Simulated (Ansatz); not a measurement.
## GaN: moving N off its site

GaN, F-43m, a = 4.507 Å (as given, not relaxed at this level: 5.0 GPa). This isn't the usual stable structure of the compound. Ansatz: PBE, PAW, 420 eV, Γ-centred 10×10×10 mesh on 2 atoms, Gaussian smearing 0.05 eV; no spin polarisation.

```xyz
2
Lattice="0.0000 2.2535 2.2535 2.2535 0.0000 2.2535 2.2535 2.2535 0.0000" Properties=species:S:1:pos:R:3 pbc="T T T"
Ga    0.0000    0.0000    0.0000
N     3.3803    3.3803    3.3803
```

Atom 2 (N) moves by x along the unit vector (0.707, -0.707, 0.000), with its periodic images; all else is held. y is the free energy of the cell over the start, F the force along the path summed over the moved atoms. Symmetry makes y even in x.

| x (Å) | y (meV) | F (eV/Å) |
| --- | --- | --- |
| -0.1000 | 62.7 | 1.26 |
| -0.0500 | 15.6 | 0.62 |
| 0.0000 | 0.0 | 0.00 |
| 0.0125 | 1.0 | -0.16 |
| 0.0250 | 3.9 | -0.31 |
| 0.0375 | ? | ? |
| 0.0625 | 24.3 | -0.78 |
| 0.0750 | 35.1 | -0.94 |
| 0.0875 | 47.9 | -1.10 |

Problem. Fit y = c2 x² + c4 x⁴ to the energies of the other rows, give the force constant, and predict energy and force of the missing row.

Solution. Least squares on the rows shown. y = 6206 x² + 6418 x⁴. The force constant is 2 c2 = 12.4 eV/Å², for the cell as given, at 5.0 GPa (for all images moving together, not for a lone atom). With two atoms in a cubic cell this is the optical mode at Γ without the LO field: ω = 521.5 √(2 c2/μ) = 538 cm⁻¹ for μ = 11.66 u. The force −dy/dx at the missing row is -0.47 eV/Å (computed -0.47). At x = 0.0375 the fit asked for gives 8.7 meV. The run gave 8.7 meV, the same to the digits shown.